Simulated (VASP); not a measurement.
# CaF2 (d3) (Fm-3m) in VASP: further runs

One crystal, CaF2 (d3), is run at these levels: PBE+D3(BJ); tasks: single point, relaxation of cell and atoms.

All numbers are computed with VASP 6.6.1; they aren't measurements. Logs are shortened: lines on timing, memory, paths and dates and some standing lists are left out, and cuts for length are marked.

### 1 The crystal as given

Symmetry: Fm-3m, No. 225, cubic system. Conventional cell: a = 5.469 Å, b = 5.469 Å, c = 5.469 Å, α = 90.00°, β = 90.00°, γ = 90.00°. Ca (site symmetry m-3m) is surrounded by 8 F at 2.37 Å. F (site symmetry -43m) has 4 Ca at 2.37 Å as nearest neighbours.

### 2 Single point, PBE+D3(BJ)

Contents of INCAR:

```
ALGO = Normal
EDIFF = 1E-6
ENCUT = 520
GGA = PE
ISIF = 2
ISMEAR = 0
IVDW = 12
LASPH = T
LCHARG = T
LELF = T
LREAL = F
LVHAR = T
LWAVE = F
NBANDS = 19
NELM = 100
PREC = Accurate
SIGMA = 0.02
```

Contents of KPOINTS:

```
k-points
0
Gamma
  8 8 8
```

Contents of POSCAR:

```
CaF2
1.0
    0.0000000000      2.7346914519      2.7346914519
    2.7346914519      0.0000000000      2.7346914519
    2.7346914519      2.7346914519      0.0000000000
Ca F
1 2
Direct
    0.0000000000      0.0000000000      0.0000000000
    0.2500000000      0.2500000000      0.2500000000
    0.7500000000      0.7500000000      0.7500000000
```

Potentials or basis: VASP PAW PBE potentials, release 64 (Ca_sv, F).

Command:

```console
> cat potpaw_PBE.64/Ca_sv/POTCAR potpaw_PBE.64/F/POTCAR > POTCAR
> mpirun -np 1 vasp_std > vasp.out
```

OUTCAR:

```text
EDIFF = 1E-6
   ENCUT = 520
   GGA = PE
   ISIF = 2
   ISMEAR = 0
   IVDW = 12
   LASPH = T
   LREAL = F
   NELM = 100
   PREC = Accurate
 IVDW          = 12

 ion  position               nearest neighbor table
   1  0.000  0.000  0.000-   3 2.37   3 2.37   3 2.37   2 2.37   3 2.37   2 2.37   2 2.37   2 2.37

   2  0.250  0.250  0.250-   1 2.37   1 2.37   1 2.37   1 2.37
   3  0.750  0.750  0.750-   1 2.37   1 2.37   1 2.37   1 2.37

  LATTYP: Found a face centered cubic cell.
 ALAT       =     5.4693829038

  Lattice vectors:

 A1 = (   0.0000000000,   2.7346914519,   2.7346914519)
 A2 = (   2.7346914519,   0.0000000000,   2.7346914519)
 A3 = (   2.7346914519,   2.7346914519,   0.0000000000)

Analysis of symmetry for initial positions (statically):
=====================================================================
 Subroutine PRICEL returns:
 Original cell was already a primitive cell.

 Routine SETGRP: Setting up the symmetry group for a
 face centered cubic supercell.

 Subroutine GETGRP returns: Found 48 space group operations
 (whereof 48 operations were pure point group operations)
 out of a pool of 48 trial point group operations.

The static configuration has the point symmetry O_h .

Analysis of symmetry for dynamics (positions and initial velocities):
=====================================================================
 Subroutine PRICEL returns:
 Original cell was already a primitive cell.

 Routine SETGRP: Setting up the symmetry group for a
 face centered cubic supercell.

 Subroutine GETGRP returns: Found 48 space group operations
 (whereof 48 operations were pure point group operations)
 out of a pool of 48 trial point group operations.

The dynamic configuration has the point symmetry O_h .

 Subroutine INISYM returns: Found 48 space group operations
 (whereof 48 operations are pure point group operations),
 and found     1 'primitive' translations

----------------------------------------------------------------------------------------

                                     Primitive cell

[... 79 lines left out ...]
   ions per type =               1   2
   NGX,Y,Z   is equivalent  to a cutoff of  12.90, 12.90, 12.90 a.u.
   NGXF,Y,Z  is equivalent  to a cutoff of  25.79, 25.79, 25.79 a.u.
 SYSTEM =  unknown system
   PREC   = accura    normal or accurate (medium, high low for compatibility)
   ISTART =      0    job   : 0-new  1-cont  2-samecut
   ICHARG =      2    charge: 1-file 2-atom 10-const
   ISPIN  =      1    spin polarized calculation?
   LNONCOLLINEAR =      F non collinear calculations
   LSORBIT =      F    spin-orbit coupling
   LASPH  =      T    aspherical Exc in radial PAW
   ENCUT  =  520.0 eV  38.22 Ry    6.18 a.u.   7.19  7.19  7.19*2*pi/ulx,y,z
   NELM   =    100;   NELMIN=  2; NELMDL= -5     # of ELM steps
   EDIFF  = 0.1E-05   stopping-criterion for ELM
   LREAL  =      F    real-space projection
[... 7 lines left out ...]
   TEBEG  =    0.0;   TEEND  =   0.0 temperature during run
   PSTRESS=    0.0 pullay stress
   NELECT =      24.0000    total number of electrons
   NUPDOWN=      -1.0000    fix difference up-down
   EMIN   =  10.00;   EMAX   =-10.00  energy-range for DOS
   EFERMI =   0.00;   METHOD = LEGACY
   ISMEAR =     0;   SIGMA  =   0.02  broadening in eV -4-tet -1-fermi 0-gaus
   EFERMI_NEDOS =   21; number of points for ismear=-14 and -15
   IALGO  =     38    algorithm
   IMIX   =      4    mixing-type and parameters
     AMIX     =   0.40;   BMIX     =  1.00
     AMIX_MAG =   1.60;   BMIX_MAG =  1.00
  volume/ion in A,a.u.               =      13.63        92.01
  Fermi-wavevector in a.u.,A,eV,Ry     =   1.370546  2.589956 25.557129  1.878396
  Thomas-Fermi vector in A             =   2.496322
   LORBIT       =      0    0 simple, 1 ext, 2 COOP (PROOUT), +10 PAW based schemes
   GGA     = PE    functional components
   LHFCALC =     F    Hartree Fock is set to
   AEXX    =    0.0000 exact exchange contribution
   IVDW    =    12    specifies the selected vdW correction
   LEPSILON=     F    determine dielectric tensor
   LRPA    =     F    only Hartree local field effects (RPA)
 non-spin polarized calculation
 Gauss-broadening in eV      SIGMA  =   0.02
  energy-cutoff  :      520.00
  volume of cell :       40.90
 maximum number of plane-waves:      1124
 NGX is ok and might be reduce to    30
   NGX = 15   NGY = 15   NGZ = 15

 number of electron      23.9999989 magnetization

 Free energy of the ion-electron system (eV)
  ---------------------------------------------------
  ext. energy  EPLUGINS =         0.00000000
  ---------------------------------------------------
  free energy    TOTEN  =       -17.33172472 eV

  energy without entropy =      -17.33172472  energy(sigma->0) =      -17.33172472

 E-fermi :  -0.7989     XC(G=0):  -9.6115

 val. band max:       -0.9900708254   @ k =   0.5000   0.5000   0.0000
 cond. band min:       6.2642598207   @ k =   0.0000   0.0000   0.0000
 fundamental gap:      7.2543306462
 Fermi energy:        -0.7989184194

 k-point     1 :       0.0000    0.0000    0.0000
  band No.  band energies     occupation
      1     -37.0358      2.00000
      2     -20.9139      2.00000
      3     -20.1495      2.00000
      4     -17.9748      2.00000
      5     -17.9748      2.00000
      6     -17.9748      2.00000
[... 505 lines left out ...]
      6     -17.5692      2.00000
[... 11 lines left out ...]
     18      11.4990      0.00000
     19      13.1546      0.00000

 [... further k-points ...]

------------------------ aborting loop because EDIFF is reached ----------------------------------------

 Edisp (eV)   -0.46772

 E8    (eV) :    -0.1957

  FORCE on cell =-STRESS in cart. coord.  units (eV):
  Direction    XX          YY          ZZ          XY          YZ          ZX
  --------------------------------------------------------------------------------------
  -------------------------------------------------------------------------------------
  Total       0.08697     0.08697     0.08697    -0.00000    -0.00000     0.00000
  in kB       3.40644     3.40644     3.40644    -0.00000    -0.00000     0.00000
  external pressure =        3.41 kB  Pullay stress =        0.00 kB

 VOLUME and BASIS-vectors are now :
 -----------------------------------------------------------------------------
  energy-cutoff  :      520.00
  volume of cell :       40.90
      direct lattice vectors                 reciprocal lattice vectors
     0.000000000  2.734691452  2.734691452    -0.182835983  0.182835983  0.182835983
     2.734691452  0.000000000  2.734691452     0.182835983 -0.182835983  0.182835983
     2.734691452  2.734691452  0.000000000     0.182835983  0.182835983 -0.182835983

 POSITION                                       TOTAL-FORCE (eV/Angst)
 -----------------------------------------------------------------------------------
      0.00000      0.00000      0.00000        -0.000000     -0.000000     -0.000000
      1.36735      1.36735      1.36735         0.000000      0.000000      0.000000
      4.10204      4.10204      4.10204        -0.000000     -0.000000     -0.000000
 -----------------------------------------------------------------------------------
    total drift:                                0.000000     -0.000000      0.000000

  FREE ENERGIE OF THE ION-ELECTRON SYSTEM (eV)
  ---------------------------------------------------
  free  energy   TOTEN  =       -17.7994422226 eV

  energy  without entropy=      -17.7994422226  energy(sigma->0) =      -17.79944222
```

OSZICAR:

```text
N       E                     dE             d eps       ncg     rms          rms(c)
DAV:   1     0.214985373972E+03    0.21499E+03   -0.13484E+04  1102   0.128E+03
DAV:   2    -0.710049840813E+01   -0.22209E+03   -0.21475E+03  1303   0.346E+02
DAV:   3    -0.182625102632E+02   -0.11162E+02   -0.11111E+02  1252   0.821E+01
DAV:   4    -0.186343524519E+02   -0.37184E+00   -0.37097E+00  1741   0.120E+01
DAV:   5    -0.186365431994E+02   -0.21907E-02   -0.21906E-02  1238   0.107E+00    0.801E+00
DAV:   6    -0.173095103195E+02    0.13270E+01   -0.55238E+00  1177   0.161E+01    0.300E+00
DAV:   7    -0.173089621096E+02    0.54821E-03   -0.11731E-01  1282   0.338E+00    0.172E+00
DAV:   8    -0.173286419304E+02   -0.19680E-01   -0.40783E-02  1205   0.216E+00    0.226E-01
DAV:   9    -0.173308305340E+02   -0.21886E-02   -0.72661E-03  1310   0.636E-01    0.129E-01
DAV:  10    -0.173317158226E+02   -0.88529E-03   -0.19064E-03  1166   0.343E-01    0.264E-02
DAV:  11    -0.173317248500E+02   -0.90273E-05   -0.16799E-04  1284   0.103E-01    0.150E-02
DAV:  12    -0.173317245341E+02    0.31592E-06   -0.19584E-05  1362   0.446E-02    0.256E-03
DAV:  13    -0.173317247244E+02   -0.19037E-06   -0.39730E-06  1213   0.169E-02
   1 F= -.17799442E+02 E0= -.17799442E+02  d E =-.140711E-43
```

stdout:

```text
POSCAR found type information on POSCAR CaF
 POSCAR found :  2 types and       3 ions
 scaLAPACK will be used
 LDA part: xc-table for (Slater+PW92), standard interpolation
 POSCAR, INCAR and KPOINTS ok, starting setup
 FFT: planning ... GRIDC
 FFT: planning ... GRID_SOFT
 FFT: planning ... GRID
 WAVECAR not read
 entering main loop
```

Run time: 12 s. Hardware: 1 thread of Intel Xeon 6975P-C (Granite Rapids), shared host; peak memory 0.18 GiB.

What came out:

- Free energy: -17.7994 eV
- Pressure: 0.3 GPa
- Band gap on the k mesh: 7.25 eV, indirect (least direct gap 7.51 eV)
- Dispersion energy per atom: -0.156 eV

Levels at points of the mesh, in eV from the valence-band top:
```
           k point  band 8  band 9  band 10  band 11  band 12  band 13  band 14  band 15  band 16  band 17
(0.00, 0.00, 0.00)   -2.10   -2.10    -0.26    -0.26    -0.26     7.25     9.15     9.15    11.19    11.19
(0.50, 0.00, 0.00)   -1.50   -1.29    -1.23    -0.83    -0.83     9.36     9.36     9.72    10.71    10.93
(0.50, 0.50, 0.00)   -1.64   -1.64    -0.36    -0.36     0.00     8.10     9.49    10.06    10.84    10.84
```

A k mesh can miss the band edges. As with any semilocal functional, this PBE gap is likely too small.

### 3 Relaxation of cell and atoms, PBE+D3(BJ)

This run uses another cell than the first one, of 13.59 Å³/atom, 0.997 times its volume.

Contents of INCAR:

```
PREC = Accurate
ENCUT = 600
EDIFF = 1E-6
ISMEAR = 0
SIGMA = 0.02
LREAL = F
LASPH = T
NELM = 100
ALGO = Normal
ISIF = 3
LWAVE = F
LCHARG = F
GGA = PE
IVDW = 12
IBRION = 2
NSW = 100
EDIFFG = -0.002
```

Contents of KPOINTS:

```
regular mesh
0
Gamma
  8 8 8
```

Contents of POSCAR:

```
CaF2
1.0
    0.0000000000      2.7316045000      2.7316045000
    2.7316045000      0.0000000000      2.7316045000
    2.7316045000      2.7316045000      0.0000000000
Ca F
1 2
Direct
    0.0000000000      0.0000000000      0.0000000000
    0.2500000000      0.2500000000      0.2500000000
    0.7500000000      0.7500000000      0.7500000000
```

Potentials or basis: VASP PAW PBE potentials, release 64 (Ca_sv, F).

Command:

```console
> cat potpaw_PBE.64/Ca_sv/POTCAR potpaw_PBE.64/F/POTCAR > POTCAR
> mpirun -np 1 vasp_std > vasp.out
```

It took 17 s on 1 thread of Intel Xeon 6975P-C (Granite Rapids), shared host; peak memory 0.2 GiB.

The run converged. Its results:

```
Free energy                            : -17.8036 eV
Relaxed volume                         : 13.66 Å³/atom
Relaxed cell                           : a = 3.870 Å, b = 3.870 Å, c = 3.870 Å, α = 60.00°, β = 60.00°, γ = 60.00°
Space group after relaxing (to 0.05 Å) : Fm-3m (No. 225)
Energy gained by relaxing              : 0.1 meV/atom
Ionic steps                            : 3
Pressure after relaxing                : 0.0 GPa
Band gap on the k mesh                 : 7.25 eV, indirect (least direct gap 7.50 eV)
Dispersion energy per atom             : -0.156 eV
```

The path:
```tsv
step	energy change (eV)	largest force (eV/Å)	pressure (GPa)	volume (Å³)
1	0.0000	0.0000	0.47	40.76
2	-0.0003	0.0000	-0.05	41.00
3	-0.0003	0.0000	0.00	40.97
```

Final structure:
```yaml
crystal:
  lattice:
    - [0.00000, 2.73622, 2.73622]
    - [2.73622, 0.00000, 2.73622]
    - [2.73622, 2.73622, 0.00000]
  atoms:
    - { symbol: Ca, position: [0.00000, 0.00000, 0.00000] }
    - { symbol: F, position: [0.25000, 0.25000, 0.25000] }
    - { symbol: F, position: [0.75000, 0.75000, 0.75000] }
```

Levels at points of the mesh, in eV from the valence-band top:
| k point | band 8 | band 9 | band 10 | band 11 | band 12 | band 13 | band 14 | band 15 | band 16 |
| --- | --- | --- | --- | --- | --- | --- | --- | --- | --- |
| (0.00, 0.00, 0.00) | -2.09 | -2.09 | -0.25 | -0.25 | -0.25 | 7.25 | 9.14 | 9.14 | 11.18 |
| (0.50, 0.00, 0.00) | -1.50 | -1.28 | -1.23 | -0.83 | -0.83 | 9.36 | 9.36 | 9.71 | 10.70 |
| (0.50, 0.50, 0.00) | -1.64 | -1.64 | -0.36 | -0.36 | 0.00 | 8.10 | 9.48 | 10.05 | 10.83 |

A k mesh can miss the band edges. Zero-point motion and thermal expansion aren't in these numbers.

### 4 Single point, PBE+D3(BJ)

This run uses another cell than the first one, of 13.59 Å³/atom, 0.997 times its volume.

Contents of INCAR:

```
PREC = Accurate
ENCUT = 520
EDIFF = 1E-6
ISMEAR = 0
SIGMA = 0.1
LREAL = False
LASPH = True
NELM = 100
ALGO = Normal
ISIF = 2
LWAVE = False
LCHARG = False
GGA = PE
IVDW = 12
NBANDS = 19
```

Contents of KPOINTS:

```
Automatic mesh
0
Gamma
  6 6 6
```

POSCAR is that of step 3.

Potentials or basis: VASP PAW PBE potentials, release 64 (Ca_sv, F).

Command:

```console
> cat potpaw_PBE.64/Ca_sv/POTCAR potpaw_PBE.64/F/POTCAR > POTCAR
> mpirun -np 1 vasp_std > vasp.out
```

OUTCAR:

```text
PREC = Accurate
   ENCUT = 520
   EDIFF = 1E-6
   ISMEAR = 0
   LREAL = False
   LASPH = True
   NELM = 100
   ISIF = 2
   GGA = PE
   IVDW = 12
 IVDW          = 12

 ion  position               nearest neighbor table
   1  0.000  0.000  0.000-   2 2.37   3 2.37   3 2.37   3 2.37   3 2.37   2 2.37   2 2.37   2 2.37

   2  0.250  0.250  0.250-   1 2.37   1 2.37   1 2.37   1 2.37
   3  0.750  0.750  0.750-   1 2.37   1 2.37   1 2.37   1 2.37

  LATTYP: Found a face centered cubic cell.
 ALAT       =     5.4632090000

  Lattice vectors:

[... 534 lines left out ...]
 Edisp (eV)   -0.46932

 E8    (eV) :    -0.1964

  FORCE on cell =-STRESS in cart. coord.  units (eV):
  Direction    XX          YY          ZZ          XY          YZ          ZX
  --------------------------------------------------------------------------------------
  -------------------------------------------------------------------------------------
  Total       0.15837     0.15837     0.15837     0.00000     0.00000    -0.00000
  in kB       6.22454     6.22454     6.22454     0.00000     0.00000    -0.00000
  external pressure =        6.22 kB  Pullay stress =        0.00 kB

 VOLUME and BASIS-vectors are now :
 -----------------------------------------------------------------------------
  energy-cutoff  :      520.00
  volume of cell :       40.76
      direct lattice vectors                 reciprocal lattice vectors
     0.000000000  2.731604500  2.731604500    -0.183042604  0.183042604  0.183042604
     2.731604500  0.000000000  2.731604500     0.183042604 -0.183042604  0.183042604
     2.731604500  2.731604500  0.000000000     0.183042604  0.183042604 -0.183042604

 POSITION                                       TOTAL-FORCE (eV/Angst)
 -----------------------------------------------------------------------------------
      0.00000      0.00000      0.00000        -0.000000      0.000000      0.000000
      1.36580      1.36580      1.36580        -0.000000     -0.000000     -0.000000
      4.09741      4.09741      4.09741         0.000000      0.000000      0.000000
 -----------------------------------------------------------------------------------
    total drift:                                0.000000     -0.000000      0.000000

  FREE ENERGIE OF THE ION-ELECTRON SYSTEM (eV)
  ---------------------------------------------------
  free  energy   TOTEN  =       -17.7985722570 eV

  energy  without entropy=      -17.7985722570  energy(sigma->0) =      -17.79857226
```

OSZICAR:

```text
N       E                     dE             d eps       ncg     rms          rms(c)
DAV:   1     0.217545435245E+03    0.21755E+03   -0.13467E+04   608   0.128E+03
DAV:   2    -0.766218711594E+01   -0.22521E+03   -0.21852E+03   767   0.351E+02
DAV:   3    -0.182828769326E+02   -0.10621E+02   -0.10585E+02   687   0.804E+01
DAV:   4    -0.186308579943E+02   -0.34798E+00   -0.34756E+00   993   0.117E+01
DAV:   5    -0.186334125576E+02   -0.25546E-02   -0.25545E-02   665   0.104E+00    0.801E+00
DAV:   6    -0.173070117554E+02    0.13264E+01   -0.55205E+00   653   0.161E+01    0.300E+00
DAV:   7    -0.173065840514E+02    0.42770E-03   -0.11903E-01   717   0.338E+00    0.172E+00
DAV:   8    -0.173260968732E+02   -0.19513E-01   -0.39562E-02   660   0.214E+00    0.221E-01
DAV:   9    -0.173283999193E+02   -0.23030E-02   -0.74396E-03   719   0.644E-01    0.130E-01
DAV:  10    -0.173292325446E+02   -0.83263E-03   -0.17879E-03   644   0.329E-01    0.214E-02
DAV:  11    -0.173292500522E+02   -0.17508E-04   -0.12424E-04   712   0.895E-02    0.152E-02
DAV:  12    -0.173292499651E+02    0.87071E-07   -0.18333E-05   748   0.427E-02    0.263E-03
DAV:  13    -0.173292500451E+02   -0.79945E-07   -0.38759E-06   684   0.168E-02
   1 F= -.17798572E+02 E0= -.17798572E+02  d E =-.789545E-17
```

It took 7.1 s on 1 thread of Intel Xeon 6975P-C (Granite Rapids), shared host; peak memory 0.17 GiB.

Results:

```yaml
Free_energy: -17.7986 eV
Pressure: 0.6 GPa
Band_gap_on_the_k_mesh: 7.27 eV, indirect (least direct gap 7.53 eV)
Dispersion_energy_per_atom: -0.156 eV
```

A k mesh can miss the band edges.

### 5 Overview

| task | cell | k mesh | cutoff (eV) | smearing | gap on the mesh (eV) | pressure (GPa) |
| --- | --- | --- | --- | --- | --- | --- |
| single point | Fm-3m, 13.63 Å³/atom | 8 × 8 × 8 | 520 | gaussian 0.02 eV | 7.25 | 0.3 |
| relaxation of cell and atoms | relaxed | 8 × 8 × 8 | 600 | gaussian 0.02 eV | 7.25 | 0.0 |
| single point | Fm-3m, 13.59 Å³/atom | 6 × 6 × 6 | 520 | gaussian 0.1 eV | 7.27 | 0.6 |

Alike in all rows: level PBE+D3(BJ); potentials or basis VASP PAW PBE potentials, release 64 (Ca_sv, F); no spin polarisation.

Total energies depend on the potentials used, so only differences within one code and one set of settings carry meaning.
